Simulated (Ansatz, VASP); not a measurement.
# Si in VASP and in Ansatz

```
Si
1.0
     3.86854    0.00000    0.00000
    -1.93427    3.35025    0.00000
     0.00000    0.00000   12.84950
Si
4
Direct
  0.16667 0.33333 0.35021
  0.50000 0.00000 0.40165
  0.50000 0.00000 0.59835
  0.83333 0.66667 0.64979
```

Alike in both runs: task single point; functional PBE; k mesh 9 × 9 × 1; occupations fermi-dirac, width 0.02 eV; no spin polarisation.

|  | VASP | Ansatz |
| --- | --- | --- |
| version | VASP 6.6.1 | Ansatz 0.2.0 |
| potentials or method | VASP PAW PBE potentials, release 64 (Si), cutoff 520 eV | all-electron LAPW, scalar-relativistic |

VASP gave:

| Property | Result |
| --- | --- |
| rms of the force components (eV/Å) | 0.006 |

Task: Estimate Ansatz's values.

Result: rms of the force components (eV/Å): 0.003.

Atom by atom the forces differ by 0.003 eV/Å (rms over components). Ansatz ran all-electron here, so the differences hold the error of VASP's frozen core and of both bases. Ansatz warned: «vacuum_density_over_bound».
